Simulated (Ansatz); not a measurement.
**AlP: the crystal squeezed far**

How does AlP (zincblende type) answer strong compression? The runs shown use PAW. Its runs: cell relaxed at zero pressure (PAW); volume scaled by 1 (PAW); volume scaled by 0.94 (PAW); volume scaled by 0.88 (PAW); volume scaled by 0.8 (PAW); volume scaled by 0.72 (PAW); volume scaled by 0.64 (PAW); volume scaled by 0.55 (PAW and PAW (partial_waves polarizable)).

Computed with Ansatz 0.2.0 (DFT, PBE, PAW with Ansatz's default frozen-core files, scalar-relativistic, unless a step's input says otherwise).

## 1. The structure to begin with

The structure is cubic, space group F-43m (No. 216). Conventional cell: a = 5.398 Å, b = 5.398 Å, c = 5.398 Å, α = 90.00°, β = 90.00°, γ = 90.00°. Around Al (site symmetry -43m) lie 4 P at 2.34 Å. Around P (site symmetry -43m) lie 4 Al at 2.34 Å.

As a file:

```
CELL_PARAMETERS angstrom
0.00000 2.69877 2.69877
2.69877 0.00000 2.69877
2.69877 2.69877 0.00000
ATOMIC_POSITIONS crystal
Al 0.00000 0.00000 0.00000
P 0.25000 0.25000 0.25000
```

Whether this phase is the stable one at these pressures isn't tested.

Atoms are numbered in the order of the input: Al1, P2.

## 2. Cell relaxed at zero pressure, PAW

Input file input.yaml:

```yaml
crystal:
  lattice:
    - [0.0, 2.6987740699, 2.6987740699]
    - [2.6987740699, 0.0, 2.6987740699]
    - [2.6987740699, 2.6987740699, 0.0]
  atoms:
    - { symbol: Al, position: [0.0, 0.0, 0.0] }
    - { symbol: P, position: [0.25, 0.25, 0.25] }
kpoints:
  mp_grid: { grid: [14, 14, 14] }
scf:
  occupations: { method: fermi_dirac, width: 0.1 }
hamiltonian:
  xc: pbe
  pseudopotentials: { kind: paw }
output:
  forces: true
  stress: true
  write_density: true
  write_potential: true
  elf: true
  volumetric_format: npy
relax:
  f_tol: 0.005
  max_steps: 40
  cell: {}
```

The run is started by

```
> ansatz run input.yaml --threads 1 --pin off --max-ram 2048MiB --backend cpu --events-out ev --progress --plain --runs-dir out
```

Log:

```text
Engine: ansatz 0.2.0
Pseudopotentials: kind: paw
Pseudopotential: Al, paw, valence charge 3, recommended cutoff 420 eV (normal)
Pseudopotential: P, paw, valence charge 5, recommended cutoff 420 eV (normal)
Functional definition: PBE
  parameter kappa = 0.804
  parameter beta = 0.06672455060314922
  exchange = pbe_x(kappa = kappa, mu = beta*pi^2/3)
  correlation = pbe_c(beta = beta)
Crystal: 2 atoms, lattice volume = 39.312 Å³
Basis set: ecut = 420 eV, 749 PW (Γ), exchange–correlation on 54×54×54 points (8 copies of the dense FFT grid, shifted against one another)
Bands: 8, of which v1, the nominal top of the filled ones, is band 4 counted from 1 (3 counted from 0)
Symmetry: 24 space group operations
Space group: F-43m (ITA 216), of the structure as read, at distance tolerance 3.4e-5 Å
k-points: 104 of 2744 (time reversal used)
Non-local potential: Al, projectors of the file, l = 0: 2, l = 1: 2, l = 2: 1
Non-local potential: P, projectors of the file, l = 0: 2, l = 1: 2, l = 2: 2
PAW form: soft (Blöchl's): semilocal exchange-correlation on the pseudo side does not see the compensation charge
PAW one-centre angular grid: Al, 110 points (default); XC on 64 Gauss nodes
PAW one-centre angular grid: P, 110 points (default); XC on 64 Gauss nodes
Initial density: superposition of atomic densities (neutral atoms: chi_scale 0, normalization atom), corrected by the library's trained network
Initial wavefunctions: pseudopotential atomic-orbital guess
Functional: x = pbe(κ = 0.804, μ = 0.2195149727645171), c = pbe(β = 0.06672455060314922)
SCF iter   1: F=—  HF=-1294.402787 eV  |F-HF|=—  |Δ(HF+E_count)|=         —  Δρ=1.15e-3  dr2=8.04e-4  ethr=1.77e-3  ⟨swp⟩=5.7  Hψ=7437  notcnv=0
preconditioner: auto → none  [insulator: Δε(μ)=1.498 eV  Ē_g=10.137 eV  σ=0.100 eV  W_gap=1.00  n_scr=8 (ndim 8)  ℏωp=16.8 eV  f_vac=0.000  D(μ)=0.00/eV (n_scr^D=0)  ε∞_Penn≈3.7]
SCF iter   2: F=—  HF=-1294.402816 eV  |F-HF|=—  |Δ(HF+E_count)|=   2.84e-5  Δρ=3.58e-4  dr2=3.46e-5  ethr=1.00e-5  ⟨swp⟩=2.3  Hψ=2079  notcnv=0
SCF iter   3: F=—  HF=-1294.402882 eV  |F-HF|=—  |Δ(HF+E_count)|=   6.66e-5  Δρ=1.40e-4  dr2=4.42e-6  ethr=4.33e-7  ⟨swp⟩=2.4  Hψ=1255  notcnv=0
SCF iter   4: F=—  HF=-1294.402891 eV  |F-HF|=—  |Δ(HF+E_count)|=   8.94e-6  Δρ=1.42e-5  dr2=1.13e-7  ethr=5.53e-8  ⟨swp⟩=2.4  Hψ=1252  notcnv=0
iter 5 did not close the SCF: its close was put off for the readings that it lacked (scf_convergence_deferred on its scf_iter line)
SCF iter   5: F=-1294.402891 eV  HF=-1294.402891 eV  |F-HF|=3.85e-9  |Δ(HF+E_count)|=   2.88e-8  Δρ=3.35e-6  dr2=2.32e-9  ethr=1.42e-9  ⟨swp⟩=2.6  Hψ=1251  notcnv=0
SCF iter   6: F=-1294.402891 eV  HF=-1294.402891 eV  |F-HF|=1.75e-11  |Δ(HF+E_count)|=   4.58e-9  Δρ=3.39e-7  dr2=6.32e-11  ethr=2.90e-11  ⟨swp⟩=6.0  Hψ=4365  notcnv=0
SCF 1 converged in 6 iterations: F = -1294.402891 eV  dr2 = 6.32e-11
relax step   1: F+E_penalty+E_count = -1294.40289129 eV  Δ(F+E_penalty+E_count) = +0.000e0 eV  max|allowed force component| = 1.665e-16 eV/Å  Δτ_max = 0.0000 Å  P = +5.681 GPa  Ω = 39.312 Å³  (6 SCF iters, dr2 threshold 1.00e-7 eV, accepted)
Crystal: 2 atoms, lattice volume = 41.048 Å³
Basis set: ecut = 420 eV, 821 PW (Γ), exchange–correlation on 54×54×54 points (8 copies of the dense FFT grid, shifted against one another)
Initial density: handed on by an earlier stage of this run
Initial wavefunctions: those handed on with the density
iter 1 solved again at ethr=4.97e-5 eV; its pass at ethr=3.10e-3 eV (dr2=3.97e-3 eV) is discarded
SCF iter   1: F=—  HF=-1294.441607 eV  |F-HF|=—  |Δ(HF+E_count)|=         —  Δρ=2.38e-3  dr2=3.89e-3  ethr=4.97e-5  ⟨swp⟩=2.0  Hψ=8270  notcnv=0
preconditioner: auto → none  [insulator: Δε(μ)=1.573 eV  Ē_g=9.924 eV  σ=0.100 eV  W_gap=1.00  n_scr=8 (ndim 8)  ℏωp=16.4 eV  f_vac=0.000  D(μ)=0.00/eV (n_scr^D=0)  ε∞_Penn≈3.7]
SCF iter   2: F=—  HF=-1294.440507 eV  |F-HF|=—  |Δ(HF+E_count)|=   1.10e-3  Δρ=8.64e-4  dr2=3.44e-4  ethr=4.86e-5  ⟨swp⟩=2.2  Hψ=1269  notcnv=0
SCF iter   3: F=—  HF=-1294.440456 eV  |F-HF|=—  |Δ(HF+E_count)|=   5.05e-5  Δρ=2.41e-4  dr2=3.17e-5  ethr=4.30e-6  ⟨swp⟩=2.0  Hψ=1167  notcnv=0
SCF iter   4: F=—  HF=-1294.440465 eV  |F-HF|=—  |Δ(HF+E_count)|=   8.67e-6  Δρ=5.44e-5  dr2=8.65e-7  ethr=3.97e-7  ⟨swp⟩=2.7  Hψ=1319  notcnv=0
SCF iter   5: F=-1294.440466 eV  HF=-1294.440466 eV  |F-HF|=6.05e-9  |Δ(HF+E_count)|=   9.04e-7  Δρ=3.92e-6  dr2=6.62e-9  ethr=2.50e-9  ⟨swp⟩=9.2  Hψ=4369  notcnv=0
SCF 2 converged in 5 iterations: F = -1294.440466 eV  dr2 = 6.62e-9
relax step   2: F+E_penalty+E_count = -1294.44046589 eV  Δ(F+E_penalty+E_count) = -3.757e-2 eV  max|allowed force component| = 5.089e-17 eV/Å  Δτ_max = 0.0000 Å  P = +1.472 GPa  Ω = 41.048 Å³  energy of the carried Pulay correction = -3.639e-4 eV  (5 SCF iters, dr2 threshold 2.00e-7 eV, accepted)
Crystal: 2 atoms, lattice volume = 41.692 Å³
Basis set: ecut = 420 eV, 869 PW (Γ), exchange–correlation on 54×54×54 points (8 copies of the dense FFT grid, shifted against one another)
iter 1 solved again at ethr=6.07e-6 eV; its pass at ethr=3.10e-3 eV (dr2=4.86e-4 eV) is discarded
SCF iter   1: F=—  HF=-1294.443647 eV  |F-HF|=—  |Δ(HF+E_count)|=         —  Δρ=8.31e-4  dr2=4.85e-4  ethr=6.07e-6  ⟨swp⟩=2.2  Hψ=7642  notcnv=0
preconditioner: auto → none  [insulator: Δε(μ)=1.620 eV  Ē_g=9.856 eV  σ=0.100 eV  W_gap=1.00  n_scr=8 (ndim 8)  ℏωp=16.3 eV  f_vac=0.000  D(μ)=0.00/eV (n_scr^D=0)  ε∞_Penn≈3.7]
SCF iter   2: F=—  HF=-1294.443512 eV  |F-HF|=—  |Δ(HF+E_count)|=   1.34e-4  Δρ=3.05e-4  dr2=4.33e-5  ethr=6.06e-6  ⟨swp⟩=2.0  Hψ=1246  notcnv=0
SCF iter   3: F=—  HF=-1294.443505 eV  |F-HF|=—  |Δ(HF+E_count)|=   7.21e-6  Δρ=8.71e-5  dr2=4.24e-6  ethr=5.42e-7  ⟨swp⟩=2.0  Hψ=1153  notcnv=0
SCF iter   4: F=-1294.443506 eV  HF=-1294.443506 eV  |F-HF|=9.34e-8  |Δ(HF+E_count)|=   4.82e-7  Δρ=1.89e-5  dr2=1.07e-7  ethr=2.50e-9  ⟨swp⟩=8.7  Hψ=5483  notcnv=0
SCF 3 converged in 4 iterations: F = -1294.443506 eV  dr2 = 1.07e-7
relax step   3: F+E_penalty+E_count = -1294.44350560 eV  Δ(F+E_penalty+E_count) = -3.040e-3 eV  max|allowed force component| = 6.361e-17 eV/Å  Δτ_max = 0.0000 Å  P = +0.124 GPa  Ω = 41.692 Å³  energy of the carried Pulay correction = -4.949e-4 eV  (4 SCF iters, dr2 threshold 2.00e-7 eV, accepted)
Crystal: 2 atoms, lattice volume = 41.752 Å³
iter 1 solved again at ethr=5.24e-8 eV; its pass at ethr=3.10e-3 eV (dr2=4.19e-6 eV) is discarded
SCF iter   1: F=—  HF=-1294.443519 eV  |F-HF|=—  |Δ(HF+E_count)|=         —  Δρ=7.76e-5  dr2=4.24e-6  ethr=5.24e-8  ⟨swp⟩=2.3  Hψ=7616  notcnv=0
preconditioner: auto → none  [insulator: Δε(μ)=1.631 eV  Ē_g=9.852 eV  σ=0.100 eV  W_gap=1.00  n_scr=8 (ndim 8)  ℏωp=16.3 eV  f_vac=0.000  D(μ)=0.00/eV (n_scr^D=0)  ε∞_Penn≈3.7]
SCF iter   2: F=—  HF=-1294.443518 eV  |F-HF|=—  |Δ(HF+E_count)|=   1.98e-6  Δρ=3.38e-5  dr2=5.05e-7  ethr=5.24e-8  ⟨swp⟩=2.1  Hψ=1249  notcnv=0
SCF iter   3: F=—  HF=-1294.443518 eV  |F-HF|=—  |Δ(HF+E_count)|=   7.66e-8  Δρ=1.01e-5  dr2=5.92e-8  ethr=6.31e-9  ⟨swp⟩=2.0  Hψ=1188  notcnv=0
SCF iter   4: F=-1294.443518 eV  HF=-1294.443518 eV  |F-HF|=1.60e-9  |Δ(HF+E_count)|=   2.07e-8  Δρ=2.10e-6  dr2=1.30e-9  ethr=4.79e-10  ⟨swp⟩=8.1  Hψ=4001  notcnv=0
SCF 4 converged in 4 iterations: F = -1294.443518 eV  dr2 = 1.30e-9
relax step   4: F+E_penalty+E_count = -1294.44351761 eV  Δ(F+E_penalty+E_count) = -1.201e-5 eV  max|allowed force component| = 3.585e-17 eV/Å  Δτ_max = 0.0000 Å  P = +0.004 GPa  Ω = 41.752 Å³  energy of the carried Pulay correction = -5.070e-4 eV  (4 SCF iters, dr2 threshold 3.84e-8 eV, accepted)
Initial wavefunctions: pseudopotential atomic-orbital guess (no wavefunctions were taken with the density)
iter 1 solved again at ethr=1.42e-7 eV; its pass at ethr=3.10e-3 eV (dr2=1.14e-5 eV) is discarded
SCF iter   1: F=—  HF=-1294.444236 eV  |F-HF|=—  |Δ(HF+E_count)|=         —  Δρ=4.85e-5  dr2=1.12e-7  ethr=1.42e-7  ⟨swp⟩=3.3  Hψ=10021  notcnv=0
preconditioner: auto → none  [insulator: Δε(μ)=1.632 eV  Ē_g=9.853 eV  σ=0.100 eV  W_gap=1.00  n_scr=8 (ndim 8)  ℏωp=16.3 eV  f_vac=0.000  D(μ)=0.00/eV (n_scr^D=0)  ε∞_Penn≈3.7]
SCF iter   2: F=—  HF=-1294.444236 eV  |F-HF|=—  |Δ(HF+E_count)|=   2.59e-7  Δρ=2.52e-5  dr2=2.83e-8  ethr=1.39e-9  ⟨swp⟩=2.1  Hψ=1350  notcnv=0
SCF iter   3: F=—  HF=-1294.444236 eV  |F-HF|=—  |Δ(HF+E_count)|=   5.63e-7  Δρ=6.26e-6  dr2=3.17e-9  ethr=3.54e-10  ⟨swp⟩=2.0  Hψ=1305  notcnv=0
SCF iter   4: F=—  HF=-1294.444236 eV  |F-HF|=—  |Δ(HF+E_count)|=   3.58e-8  Δρ=5.03e-7  dr2=2.03e-11  ethr=3.97e-11  ⟨swp⟩=2.0  Hψ=1286  notcnv=0
SCF iter   5: F=-1294.444236 eV  HF=-1294.444236 eV  |F-HF|=7.28e-12  |Δ(HF+E_count)|=  2.11e-10  Δρ=1.09e-7  dr2=1.42e-12  ethr=1.00e-12  ⟨swp⟩=7.7  Hψ=4791  notcnv=0
SCF 5 converged in 5 iterations: F = -1294.444236 eV  dr2 = 1.42e-12
relax step   5: F+E_penalty+E_count = -1294.44423645 eV  Δ(F+E_penalty+E_count) = -7.188e-4 eV  max|allowed force component| = 3.816e-17 eV/Å  Δτ_max = 0.0000 Å  P = +0.033 GPa  Ω = 41.752 Å³  stress off target by 3.32e-2 GPa  SCF on the basis re-selected at this cell (its energy is not comparable with the rows above)  (5 SCF iters)
basis re-selected at this cell: Δ(F+E_penalty+E_count) = -7.188e-4 eV, ΔP = +0.029 GPa vs the last step (what re-selecting the basis moved, of the pressure what is left beyond the Pulay correction that the steps carried, after the strain that the cell walked since its last selection, with what the two solves' SCF thresholds leave and, on support functions, any second-order correction that the steps lacked; it is no measure of the basis error at this ecutwfc). This SCF's stress stands 3.32e-2 GPa from its target on what of the cell is left free (relax.cell.stress_tol is 5.00e-2 GPa) and its largest allowed force component is 3.82e-17 eV/Å (relax.f_tol is 5.00e-3 eV/Å): within both
SCF converged after 5 iterations
Free energy (F): -1294.444236 eV
Harris-Foulkes:  -1294.444236 eV  (|F-HF|=7.28e-12)
Internal energy: -1294.444228 eV  (E = F + TS)
E sigma→0 (E₀):  -1294.444232 eV
Entropy (-TS):   -0.000009 eV (-0.004 meV/atom)
Fermi energy:    5.691937 eV
--- Per-component energies (eV) ---
  E_band       = 3.362833
  E_kinetic    = 93.117147
  E_local      = -84.093500  (includes V_loc(G=0)·N_el)
  E_nonlocal   = 44.435592
  E_hartree    = 25.451782
  E_xc         = -101.258142
  E_vxc        = -89.696244  (∫ρ·V_xc dr)
  E_paw        = -1036.838374  (= ΣΔE_a)
  E_vpaw       = -11.303730  (= ΣTr[D̂ρ^β])
  E_aug_tail   = 0.000001  (compensation charges beyond the density's cutoff)
  E_ewald      = -235.258733
  E_smearing   = -0.000009  (= −TS)
  E_closure    = 0.000000  (closes the sum)
  Σ components = -1294.444236   (vs F -1294.444236, Δ=0.00e0)
--- Forces (eV/Å), atoms counted from 1 ---
  atom   1  Al     0.00000000     0.00000000    -0.00000000
  atom   2  P     -0.00000000    -0.00000000     0.00000000
  max |Σ_I F_I| component: 2.78e-17 eV/Å
--- Stress (GPa, compression-positive) ---
        0.033177      -0.000000      -0.000000
       -0.000000       0.033177       0.000000
       -0.000000       0.000000       0.033177
  P = ⅓ Tr σ = 0.0332 GPa (0.332 kbar)
--- Band table (eV; the first three rows and the last of 104) ---
  k-point 0: bands = ["-6.5547", "4.7995", "4.7995", "4.7995", "7.8886", "9.3272", "9.3272", "9.3272"]
  k-point 1: bands = ["-6.4996", "4.3179", "4.7487", "4.7487", "8.1915", "9.4040", "9.4280", "9.4280"]
  k-point 2: bands = ["-6.3373", "3.3166", "4.6175", "4.6175", "8.3521", "9.6679", "9.6679", "10.0027"]
  k-point 103: bands = ["-4.2603", "-0.0738", "1.7785", "2.1026", "8.8526", "9.9933", "11.4040", "11.5809"]
--- Relaxed structure (4 steps of the walk, 4 accepted, 1 SCFs on fresh bases) ---
  F+E_penalty+E_count = -1294.44423645 eV   max|allowed force component| = 3.816e-17 eV/Å   (the final SCF, on the basis selected at the relaxed cell)
  cell:  # Å, volume = 41.7519 Å³
    - [-9.171669659212062e-34, 2.7534801613214355, 2.7534801613214355]
    - [2.7534801613214355, 6.420168761448443e-33, 2.7534801613214355]
    - [2.7534801613214355, 2.7534801613214355, 6.929705964738002e-33]
  atoms:
    - { symbol: Al, position: [-8.281097818544573e-34, 9.32181029125215e-34, 9.470483501638946e-34] }
    - { symbol: P, position: [0.25, 0.25, 0.25] }
```

It took 11 s on 1 thread of Intel Xeon 6975P-C (Granite Rapids), shared host; peak memory 0.41 GiB.

Step by step:

| step | energy from step 1 (eV/cell) | largest force component (eV/Å) | pressure (GPa) | volume (Å³) |
| --- | --- | --- | --- | --- |
| 1 | 0.0000 | 0.0000 | 5.68 | 39.31 |
| 2 | -0.0376 | 0.0000 | 1.47 | 41.05 |
| 3 | -0.0406 | 0.0000 | 0.12 | 41.69 |
| 4 | -0.0406 | 0.0000 | 0.00 | 41.75 |
| 5 | -0.0413 | 0.0000 | 0.03 | 41.75 |

Step 1 is the start. Step 5 repeats the geometry before on a plane-wave basis chosen anew for that cell, so the energy can jump there without any move; the table keeps such jumps.

| input's cell | before | after | change |
| --- | --- | --- | --- |
| a (Å) | 3.817 | 3.894 | +2.0 % |
| b (Å) | 3.817 | 3.894 | +2.0 % |
| c (Å) | 3.817 | 3.894 | +2.0 % |
| volume (Å³/atom) | 19.66 | 20.88 | +6.2 % |

Result: pressure 0.03 GPa; gap on the k mesh 1.63 eV.

## 3. Volume scaled by 1, PAW

Input file input.yaml:

```yaml
crystal:
  lattice:
    - [0.0, 2.7534801613, 2.7534801613]
    - [2.7534801613, 0.0, 2.7534801613]
    - [2.7534801613, 2.7534801613, 0.0]
  atoms:
    - { symbol: Al, position: [0.0, 0.0, 0.0] }
    - { symbol: P, position: [0.25, 0.25, 0.25] }
kpoints:
  mp_grid: { grid: [14, 14, 14] }
  band_path:
    path:
      - [0.0, 0.0, 0.0]
      - [-0.5, -0.5, 0.0]
      - [-0.375, -0.375, 0.25]
      - [-0.375, 0.0, 0.375]
      - [0.0, 0.0, 0.0]
      - [0.0, 0.0, 0.5]
      - [-0.5, -0.25, 0.25]
      - [-0.5, -0.5, 0.0]
    npoints: 8
scf:
  occupations: { method: fermi_dirac, width: 0.1 }
hamiltonian:
  xc: pbe
  pseudopotentials: { kind: paw }
output:
  forces: true
  stress: true
  eigenvalues: true
  populations: true
  dos: { projected: true, de: 0.2, e_range: [-14, 8] }
```

The run is started by

```
> ansatz run input.yaml --threads 1 --pin off --max-ram 2048MiB --backend cpu --events-out ev --progress --plain --runs-dir out
```

Log:

```text
[... 9 set-up lines as earlier in the session ...]
Crystal: 2 atoms, lattice volume = 41.752 Å³
Basis set: ecut = 420 eV, 869 PW (Γ), exchange–correlation on 54×54×54 points (8 copies of the dense FFT grid, shifted against one another)
Bands: 8, of which v1, the nominal top of the filled ones, is band 4 counted from 1 (3 counted from 0)
[... 1 set-up line as earlier in the session ...]
Space group: F-43m (ITA 216), of the structure as read, at distance tolerance 3.5e-5 Å
k-points: 104 of 2744 (time reversal used)
[... 8 set-up lines as earlier in the session ...]
SCF iter   1: F=—  HF=-1294.444319 eV  |F-HF|=—  |Δ(HF+E_count)|=         —  Δρ=1.37e-3  dr2=1.33e-3  ethr=1.77e-3  ⟨swp⟩=5.7  Hψ=7350  notcnv=0
preconditioner: auto → none  [insulator: Δε(μ)=1.615 eV  Ē_g=9.844 eV  σ=0.100 eV  W_gap=1.00  n_scr=8 (ndim 8)  ℏωp=16.3 eV  f_vac=0.000  D(μ)=0.00/eV (n_scr^D=0)  ε∞_Penn≈3.7]
SCF iter   2: F=—  HF=-1294.444174 eV  |F-HF|=—  |Δ(HF+E_count)|=   1.45e-4  Δρ=4.02e-4  dr2=5.51e-5  ethr=1.66e-5  ⟨swp⟩=2.3  Hψ=2083  notcnv=0
SCF iter   3: F=—  HF=-1294.444225 eV  |F-HF|=—  |Δ(HF+E_count)|=   5.09e-5  Δρ=1.65e-4  dr2=8.41e-6  ethr=6.89e-7  ⟨swp⟩=2.2  Hψ=1192  notcnv=0
iter 4 did not close the SCF: its close was put off for the readings that it lacked (scf_convergence_deferred on its scf_iter line)
SCF iter   4: F=-1294.444236 eV  HF=-1294.444236 eV  |F-HF|=2.69e-8  |Δ(HF+E_count)|=   1.17e-5  Δρ=9.21e-6  dr2=2.27e-8  ethr=1.05e-7  ⟨swp⟩=2.8  Hψ=1330  notcnv=0
iter 5 did not close the SCF: its close was put off for the readings that it lacked (scf_convergence_deferred on its scf_iter line)
SCF iter   5: F=-1294.444236 eV  HF=-1294.444236 eV  |F-HF|=2.16e-9  |Δ(HF+E_count)|=   3.22e-8  Δρ=2.23e-6  dr2=3.25e-9  ethr=2.83e-10  ⟨swp⟩=2.2  Hψ=1295  notcnv=0
SCF iter   6: F=-1294.444236 eV  HF=-1294.444236 eV  |F-HF|=2.59e-11  |Δ(HF+E_count)|=  9.72e-10  Δρ=3.43e-7  dr2=2.50e-11  ethr=4.07e-11  ⟨swp⟩=3.3  Hψ=4679  notcnv=0
SCF 1 converged in 6 iterations: F = -1294.444236 eV  dr2 = 2.50e-11
NSCF: frozen V_eff on 57 k-points
SCF converged after 6 iterations
Free energy (F): -1294.444236 eV
Harris-Foulkes:  -1294.444236 eV  (|F-HF|=2.59e-11)
Internal energy: -1294.444228 eV  (E = F + TS)
E sigma→0 (E₀):  -1294.444232 eV
Entropy (-TS):   -0.000009 eV (-0.004 meV/atom)
Fermi energy:    5.691938 eV
--- Per-component energies (eV) ---
  E_band       = 3.362824
  E_kinetic    = 93.117161
  E_local      = -84.093527  (includes V_loc(G=0)·N_el)
  E_nonlocal   = 44.435598
  E_hartree    = 25.451795
  E_xc         = -101.258148
  E_vxc        = -89.696251  (∫ρ·V_xc dr)
  E_paw        = -1036.838375  (= ΣΔE_a)
  E_vpaw       = -11.303731  (= ΣTr[D̂ρ^β])
  E_aug_tail   = 0.000001  (compensation charges beyond the density's cutoff)
  E_ewald      = -235.258733
  E_smearing   = -0.000009  (= −TS)
  E_closure    = 0.000000  (closes the sum)
  Σ components = -1294.444236   (vs F -1294.444236, Δ=0.00e0)
--- Forces (eV/Å), atoms counted from 1 ---
  atom   1  Al     0.00000000    -0.00000000     0.00000000
  atom   2  P     -0.00000000    -0.00000000    -0.00000000
  max |Σ_I F_I| component: 3.70e-17 eV/Å
--- Stress (GPa, compression-positive) ---
        0.033162      -0.000000      -0.000000
        0.000000       0.033162       0.000000
       -0.000000       0.000000       0.033162
  P = ⅓ Tr σ = 0.0332 GPa (0.332 kbar)
--- Band table (eV; the first three rows and the last of 104) ---
  k-point 0: bands = ["-6.5547", "4.7995", "4.7995", "4.7995", "7.8886", "9.3272", "9.3272", "9.3272"]
  k-point 1: bands = ["-6.4996", "4.3179", "4.7487", "4.7487", "8.1915", "9.4040", "9.4280", "9.4280"]
  k-point 2: bands = ["-6.3373", "3.3166", "4.6175", "4.6175", "8.3521", "9.6679", "9.6679", "10.0027"]
  k-point 103: bands = ["-4.2603", "-0.0738", "1.7785", "2.1026", "8.8526", "9.9933", "11.4040", "11.5809"]
--- Löwdin populations: 2 sites ---
  site symbol       q [e]
     0     Al      2.6043
     1      P      5.3367
  spilling = 0.007375 (of n_electrons = 8.000000)
```

Wall time 2.9 s (1 thread of Intel Xeon 6975P-C (Granite Rapids), shared host); peak memory 0.37 GiB.

This run gives: pressure 0.03 GPa; gap 1.63 eV, indirect from Γ to X.

At the corners of the path (eV, zero at the valence-band top):

| point | band 1 | band 2 | band 3 | band 4 | band 5 | band 6 | band 7 |
| --- | --- | --- | --- | --- | --- | --- | --- |
| Γ | -11.35 | 0.00 | 0.00 | 0.00 | 3.09 | 4.53 | 4.53 |
| X | -9.10 | -5.22 | -2.05 | -2.05 | 1.63 | 2.48 | 10.84 |
| U | -9.13 | -4.95 | -3.31 | -1.69 | 2.46 | 5.07 | 8.35 |
| K | -9.13 | -4.95 | -3.31 | -1.69 | 2.46 | 5.07 | 8.35 |
| Γ | -11.35 | 0.00 | 0.00 | 0.00 | 3.09 | 4.53 | 4.53 |
| L | -9.74 | -5.41 | -0.75 | -0.75 | 2.72 | 4.81 | 4.81 |
| W | -9.06 | -4.85 | -3.07 | -2.72 | 4.32 | 5.81 | 6.12 |
| X | -9.10 | -5.22 | -2.05 | -2.05 | 1.63 | 2.48 | 10.84 |

States per cell, counted by energy window (eV from the valence-band top, on a grid of 0.20 eV):

| from | to | total | P 3p | Al 3p | Al 3s | P 3s |
| --- | --- | --- | --- | --- | --- | --- |
| -10 | -9 | 1.41 | 0.02 | 0.39 | 0.11 | 0.88 |
| -9 | -8 | 0.00 | 0.00 | 0.00 | 0.00 | 0.00 |
| -8 | -7 | 0.00 | 0.00 | 0.00 | 0.00 | 0.00 |
| -7 | -6 | 0.00 | 0.00 | 0.00 | 0.00 | 0.00 |
| -6 | -5 | 0.25 | 0.14 | 0.04 | 0.07 | 0.00 |
| -5 | -4 | 1.25 | 0.69 | 0.12 | 0.37 | 0.06 |
| -4 | -3 | 0.58 | 0.35 | 0.13 | 0.06 | 0.04 |
| -3 | -2 | 1.27 | 0.81 | 0.35 | 0.07 | 0.03 |
| -2 | -1 | 1.73 | 1.22 | 0.43 | 0.04 | 0.02 |
| -1 | 0 | 0.92 | 0.74 | 0.16 | 0.01 | 0.00 |
| 0 | 1 | 0.00 | 0.00 | 0.00 | 0.00 | 0.00 |
| 1 | 2 | 0.03 | 0.00 | 0.02 | 0.00 | 0.01 |
| 2 | 3 | 0.45 | 0.05 | 0.20 | 0.06 | 0.06 |
| 3 | 4 | 1.64 | 0.29 | 0.56 | 0.34 | 0.18 |
| 4 | 5 | 1.39 | 0.23 | 0.55 | 0.18 | 0.09 |
| 5 | 6 | 1.47 | 0.25 | 0.66 | 0.11 | 0.06 |

[end of part 1 of 2]
